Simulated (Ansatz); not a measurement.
A run of Ansatz 0.2.0 is set up as follows.

The input input.yaml:

```yaml
crystal:
  lattice:
    - [0.0, 2.2535006075, 2.2535006075]
    - [2.2535006075, 0.0, 2.2535006075]
    - [2.2535006075, 2.2535006075, 0.0]
  atoms:
    - { symbol: Ga, position: [0.0, 0.0, 0.0] }
    - { symbol: "N", position: [0.25, 0.25, 0.25] }
hamiltonian:
  xc: lda
  pseudopotentials: { kind: paw_fr }
magnetization:
  noncollinear: true
  spin_orbit: true
kpoints:
  mp_grid: { grid: [10, 10, 10] }
  band_path:
    path:
      - [[0.0, 0.0, 0.0], [0.5, 0.0, 0.5], [0.5, 0.25, 0.75], [0.375, 0.375, 0.75], [0.0, 0.0, 0.0], [0.5, 0.5, 0.5], [0.625, 0.25, 0.625], [0.5, 0.25, 0.75], [0.5, 0.5, 0.5], [0.375, 0.375, 0.75]]
      - [[0.625, 0.25, 0.625], [0.5, 0.0, 0.5]]
    npoints: 14
scf:
  occupations: { method: fermi_dirac, width: 0.05 }
  n_extra_bands: 6
output:
  forces: true
  stress: true
  eigenvalues: true
  fatbands: true
  write_density: true
  write_potential: true
  elf: true
  volumetric_format: npy
```

Potentials or basis: Ansatz PAW.

Command:

```console
$ ansatz run input.yaml --threads 2 --pin off --max-ram 5120MiB --backend cpu --events-out ev --progress --plain --runs-dir out
```

(1) What does it give for the band gap on the k mesh?

(2) Estimate the band gap along the path.

(3) Predict the pressure.

Answers

(1) 1.73 eV, direct.

(2) 1.73 eV, direct.

(3) -6.5 GPa.

Caveat: the pressure holds a Pulay correction of +0.6 GPa for the finite cutoff; the PAW data sets come from PBE, with cores solved anew for the run's functional, which leaves a small shift of forces and pressure.

**Measured values to compare with.**

A printed reference work, textbook reports, for a bulk crystal of GaN at 0 K: band gap 3.299 eV (direct).

Measured gap of GaN: 3.299 eV (direct; 0 K; a printed reference work, textbook). This calculation gives 1.73 eV (-1.57 eV). The value is that of LDA, without temperature or zero-point motion. Semilocal functionals fall short of measured gaps as a rule. The cell is a database's relaxed one, not the measured one, which moves gaps too.
